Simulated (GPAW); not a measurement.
# TiC (Fm-3m) in GPAW: further runs, part 2 of 2

GPAW 26.7.0.

## 3. Band structure, MS2

The input, run.py:

```python
from ase.dft.bandgap import bandgap
from ase.io import read, write
from ase.units import GPa
from gpaw import GPAW, PW

atoms = read('TiC.cif')

calc = GPAW(mode=PW(800),
            xc='MGGA_X_MS2+GGA_C_REGTPSS',
            kpts={'size': (9, 9, 9), 'gamma': True},
            occupations={'name': 'fermi-dirac', 'width': 0.05},
            nbands=18,
            convergence={'density': 1e-05, 'energy': 1e-05},
            maxiter=150,
            txt='gpaw.txt')
atoms.calc = calc
energy = atoms.get_potential_energy()
forces = atoms.get_forces()
stress = atoms.get_stress()
calc.write('gs.gpw')
write('result.traj', atoms)
print(f'Energy: {energy:.6f} eV')
print('Forces (eV/A):')
print(forces.round(4))
print('Stress (GPa):', (stress / GPa).round(3))
print('Fermi level:', round(calc.get_fermi_level(), 4), 'eV')
print(f'Gap: {bandgap(calc)[0]:.4f} eV, direct: {bandgap(calc, direct=True)[0]:.4f} eV')

path = atoms.cell.bandpath('GXWKGLUWLK,UX', npoints=60, eps=1e-4)
bs_calc = calc.fixed_density(kpts=path, symmetry='off', nbands=27,
                             convergence={'bands': 'CBM+6.0', 'eigenstates': 1e-6}, txt='bands.txt')
bs = bs_calc.band_structure()
bs.write('bs.json')
print(f'Gap on the path: {bandgap(bs_calc)[0]:.4f} eV')
```

The input, TiC.cif:

```cif
data_TiC
_cell_length_a 3.06278896
_cell_length_b 3.06278896
_cell_length_c 3.06278896
_cell_angle_alpha 60.00000000
_cell_angle_beta 60.00000000
_cell_angle_gamma 60.00000000
_space_group_name_H-M_alt 'P1'
_space_group_name_Hall 'P 1'
_space_group_IT_number 1
loop_
_space_group_symop_operation_xyz
'x,y,z'
loop_
_atom_site_label
_atom_site_type_symbol
_atom_site_symmetry_multiplicity
_atom_site_Wyckoff_symbol
_atom_site_fract_x
_atom_site_fract_y
_atom_site_fract_z
_atom_site_occupancy
Ti1 Ti 1 a 0.0000000000 0.0000000000 0.0000000000 1
C1 C 1 a 0.5000000000 0.5000000000 0.5000000000 1
```

Potentials or basis: GPAW PAW data sets (gpaw-data 1.2.1), pw.

Launch:

```bash
$ OMP_NUM_THREADS=1 python run.py
```

It took 45 s on 1 thread of Arm Neoverse V2, shared host; peak memory 0.3 GiB.

Results (log left out):

```yaml
Free_energy: -24.1158 eV
Pressure: -0.6 GPa
Band_gap_along_the_path: none (metal or under the smearing width)
```

Levels at the corners of the path, in eV from the Fermi level:
| point | band 6 | band 7 | band 8 | band 9 | band 10 | band 11 |
| --- | --- | --- | --- | --- | --- | --- |
| Γ | 0.93 | 0.93 | 0.93 | 1.67 | 1.67 | 1.67 |
| X | -3.66 | -1.49 | -0.13 | -0.13 | 2.88 | 3.86 |
| W | -3.28 | -3.28 | -2.82 | 3.04 | 3.04 | 3.87 |
| K | -3.59 | -3.53 | -1.81 | 1.63 | 3.47 | 4.16 |
| Γ | 0.93 | 0.93 | 0.93 | 1.67 | 1.67 | 1.67 |
| L | -6.03 | -2.98 | -2.97 | 3.23 | 3.23 | 4.44 |
| U | -3.59 | -3.53 | -1.81 | 1.63 | 3.47 | 4.16 |
| W | -3.28 | -3.28 | -2.82 | 3.04 | 3.04 | 3.87 |
| L | -6.03 | -2.98 | -2.97 | 3.23 | 3.23 | 4.44 |
| K | -3.59 | -3.53 | -1.81 | 1.63 | 3.47 | 4.16 |
| U | -3.59 | -3.53 | -1.81 | 1.63 | 3.47 | 4.16 |
| X | -3.66 | -1.49 | -0.13 | -0.13 | 2.88 | 3.86 |

Caveat: the PAW data sets were made with another functional, which shifts forces and pressure a little.

## 4. Equation of state, BEEF-vdW

The input, run.py:

```python
from ase.eos import EquationOfState
from ase.io import Trajectory
from ase.spacegroup import crystal
from ase.units import GPa
from gpaw import GPAW, PW

# Ti 4a
# C 4b
atoms = crystal(['Ti', 'C'],
                basis=[[0.0, 0.0, 0.0],
                       [0.5, 0.0, 0.0]],
                spacegroup=225, setting=1,  # Fm-3m
                cellpar=[4.33143769, 4.33143769, 4.33143769, 90.0, 90.0, 90.0],
                primitive_cell=True)

traj = Trajectory('eos.traj', 'w')
volumes, energies = [], []
for x in [0.94, 0.96, 0.98, 1.0, 1.02, 1.04, 1.06]:
    a = atoms.copy()
    a.set_cell(atoms.cell * x**(1 / 3), scale_atoms=True)
    calc = GPAW(mode=PW(800),
                xc={'name': 'BEEF-vdW', 'backend': 'libvdwxc'},
                kpts={'size': (9, 9, 9), 'gamma': True},
                occupations={'name': 'fermi-dirac', 'width': 0.05},
                nbands=18,
                convergence={'density': 1e-05, 'energy': 1e-05},
                maxiter=150,
                txt=f'eos-{x:.2f}.txt')
    a.calc = calc
    energies.append(a.get_potential_energy(force_consistent=True))
    volumes.append(a.get_volume())
    calc.write(f'eos-{x:.2f}.gpw')
    traj.write(a)
    print(f'{x:.2f} {volumes[-1]:10.4f} A^3 {energies[-1]:14.6f} eV', flush=True)

v0, e0, B = EquationOfState(volumes, energies, eos='birchmurnaghan').fit()
print(f'V0 = {v0:.4f} A^3, E0 = {e0:.6f} eV, B0 = {B / GPa:.2f} GPa')
```

Launch:

```bash
$ OMP_NUM_THREADS=1 python run.py
```

Run time: 84 s. Hardware: 1 thread of Arm Neoverse V2, shared host; peak memory 0.23 GiB.

The run converged. Its results:

```yaml
Equilibrium_volume: 10.25 Å³/atom
Bulk_modulus: 247 GPa
Pressure_derivative_of_the_bulk_modulus: 4.0
```

Energy against volume, from the lowest point:
```
volume (Å³/atom)  energy (meV/atom)
           9.548              40.81
           9.752              19.48
           9.955               6.13
          10.158               0.00
          10.361               0.25
          10.564               6.47
          10.767              18.04
```

Caveat: the PAW data sets were made with another functional, which shifts forces and pressure a little.

## 5. Equation of state, BLYP+D3

The input, run.py:

```python
from ase import Atoms
from ase.calculators.mixing import SumCalculator
from ase.eos import EquationOfState
from ase.io import Trajectory
from ase.units import GPa
from dftd3.ase import DFTD3
from gpaw import GPAW, PW, setup_paths

setup_paths.insert(0, '.')

atoms = Atoms(['Ti', 'C'],
              cell=[[0.0, 2.1657188437, 2.1657188437],
                    [2.1657188437, 0.0, 2.1657188437],
                    [2.1657188437, 2.1657188437, 0.0]],
              scaled_positions=[[0.0, 0.0, 0.0],
                                [0.5, 0.5, 0.5]],
              pbc=True)

traj = Trajectory('eos.traj', 'w')
volumes, energies = [], []
for x in [0.94, 0.96, 0.98, 1.0, 1.02, 1.04, 1.06]:
    a = atoms.copy()
    a.set_cell(atoms.cell * x**(1 / 3), scale_atoms=True)
    calc = GPAW(mode=PW(800),
                xc='BLYP',
                kpts={'size': (9, 9, 9), 'gamma': True},
                occupations={'name': 'fermi-dirac', 'width': 0.05},
                nbands=18,
                convergence={'density': 1e-05, 'energy': 1e-05},
                eigensolver='davidson',
                maxiter=150,
                txt=f'eos-{x:.2f}.txt')
    a.calc = SumCalculator([calc, DFTD3(method='blyp', damping='d3zero')])
    energies.append(a.get_potential_energy())
    volumes.append(a.get_volume())
    p = -a.get_stress()[:3].mean() / GPa
    calc.write(f'eos-{x:.2f}.gpw')
    traj.write(a)
    print(f'{x:.2f} {volumes[-1]:10.4f} A^3 {energies[-1]:14.6f} eV {p:9.3f} GPa', flush=True)

v0, e0, B = EquationOfState(volumes, energies, eos='birchmurnaghan').fit()
print(f'V0 = {v0:.4f} A^3, E0 = {e0:.6f} eV, B0 = {B / GPa:.2f} GPa')
```

Potentials or basis: PAW data sets generated in the run's folder for this functional, pw.

Launch:

```bash
$ gpaw-setup -f BLYP C Ti
$ OMP_NUM_THREADS=1 python run.py
```

Run time: 72 s. Hardware: 1 thread of Arm Neoverse V2, shared host; peak memory 0.21 GiB.

The run converged. Its results:

```yaml
Equilibrium_volume: 10.09 Å³/atom
Bulk_modulus: 252 GPa
Pressure_derivative_of_the_bulk_modulus: "3.8 (rough: it moves with the points fitted)"
```

Energy against volume, from the lowest point:
```
volume (Å³/atom)  energy (meV/atom)
           9.548              24.98
           9.752               9.24
           9.955               1.16
          10.158               0.00
          10.361               4.89
          10.564              15.56
          10.767              31.40
```

## 6. Equation of state, LDA

The input, run.py:

```python
from ase.eos import EquationOfState
from ase.io import Trajectory, read
from ase.units import GPa
from gpaw import GPAW, PW

atoms = read('TiC.cif')

traj = Trajectory('eos.traj', 'w')
volumes, energies = [], []
for x in [0.94, 0.96, 0.98, 1.0, 1.02, 1.04, 1.06]:
    a = atoms.copy()
    a.set_cell(atoms.cell * x**(1 / 3), scale_atoms=True)
    calc = GPAW(mode=PW(800),
                xc='LDA',
                kpts={'size': (9, 9, 9), 'gamma': True},
                occupations={'name': 'fermi-dirac', 'width': 0.05},
                nbands=18,
                convergence={'density': 1e-05, 'energy': 1e-05},
                maxiter=150,
                txt=f'eos-{x:.2f}.txt')
    a.calc = calc
    energies.append(a.get_potential_energy(force_consistent=True))
    volumes.append(a.get_volume())
    p = -a.get_stress()[:3].mean() / GPa
    calc.write(f'eos-{x:.2f}.gpw')
    traj.write(a)
    print(f'{x:.2f} {volumes[-1]:10.4f} A^3 {energies[-1]:14.6f} eV {p:9.3f} GPa', flush=True)

v0, e0, B = EquationOfState(volumes, energies, eos='birchmurnaghan').fit()
print(f'V0 = {v0:.4f} A^3, E0 = {e0:.6f} eV, B0 = {B / GPa:.2f} GPa')
```

TiC.cif is that of step 3.

Potentials or basis: the program's PAW data sets (release 1.2.1) made for this functional, pw.

Launch:

```bash
$ OMP_NUM_THREADS=1 python run.py
```

Run time: 75 s. Hardware: 1 thread of Arm Neoverse V2, shared host; peak memory 0.22 GiB.

It converged, with:

```
Equilibrium volume                      : 9.72 Å³/atom
Bulk modulus                            : 281 GPa
Pressure derivative of the bulk modulus : 4.0
```

Energy against volume, from the lowest point:
```csv
volume (Å³/atom),energy (meV/atom)
9.548,2.74
9.752,0.00
9.955,4.63
10.158,15.89
10.361,33.09
10.564,55.62
10.767,83.06
```

## 7. Equation of state, PBE+D3(BJ)

Changes to run.py since step 6:

```diff
@@ -1 +1,2 @@
+from ase.calculators.mixing import SumCalculator
 from ase.eos import EquationOfState
@@ -3,2 +4,3 @@
 from ase.units import GPa
+from dftd3.ase import DFTD3
 from gpaw import GPAW, PW
@@ -13,3 +15,3 @@
     calc = GPAW(mode=PW(800),
-                xc='LDA',
+                xc='PBE',
                 kpts={'size': (9, 9, 9), 'gamma': True},
@@ -20,4 +22,4 @@
                 txt=f'eos-{x:.2f}.txt')
-    a.calc = calc
-    energies.append(a.get_potential_energy(force_consistent=True))
+    a.calc = SumCalculator([calc, DFTD3(method='pbe', damping='d3bj')])
+    energies.append(a.get_potential_energy())
     volumes.append(a.get_volume())
```

TiC.cif is that of step 6.

Potentials or basis: GPAW PAW data sets (gpaw-data 1.2.1), pw.

Launch:

```bash
$ OMP_NUM_THREADS=1 python run.py
```

It took 77 s on 1 thread of Arm Neoverse V2, shared host; peak memory 0.24 GiB.

The run converged. Its results:

- Equilibrium volume: 9.93 Å³/atom
- Bulk modulus: 265 GPa
- Pressure derivative of the bulk modulus: 4.0

Energy against volume, from the lowest point:
| volume (Å³/atom) | energy (meV/atom) |
| --- | --- |
| 9.548 | 12.74 |
| 9.752 | 2.60 |
| 9.955 | 0.00 |
| 10.158 | 4.20 |
| 10.361 | 14.48 |
| 10.564 | 30.28 |
| 10.767 | 51.15 |

## 8. The runs side by side

| task | level | potentials or basis | band path | band points | eigensolver | V0 of scaled cells (Å³/atom) | B0 (GPa) |
| --- | --- | --- | --- | --- | --- | --- | --- |
| equation of state | PBE | GPAW PAW data sets (gpaw-data 1.2.1), pw | - | - | - | 10.22 | 250 |
| band structure | MS2 | GPAW PAW data sets (gpaw-data 1.2.1), pw | GXWKGLUWLK,UX | 60 | - | - | - |
| equation of state | BEEF-vdW | GPAW PAW data sets (gpaw-data 1.2.1), pw | - | - | - | 10.25 | 247 |
| equation of state | BLYP+D3 | PAW data sets generated in the run's folder for this functional, pw | - | - | davidson | 10.09 | 252 |
| equation of state | LDA | the program's PAW data sets (release 1.2.1) made for this functional, pw | - | - | - | 9.72 | 281 |
| equation of state | PBE+D3(BJ) | GPAW PAW data sets (gpaw-data 1.2.1), pw | - | - | - | 9.93 | 265 |

Alike in all rows: no spin polarisation; cell as given; k mesh 9 × 9 × 9; cutoff (eV) 800; smearing fermi-dirac 0.05 eV.

Caveats: the PAW data sets were made with another functional, which shifts forces and pressure a little (some runs).

Absolute energies hang on the potentials; compare differences alone.
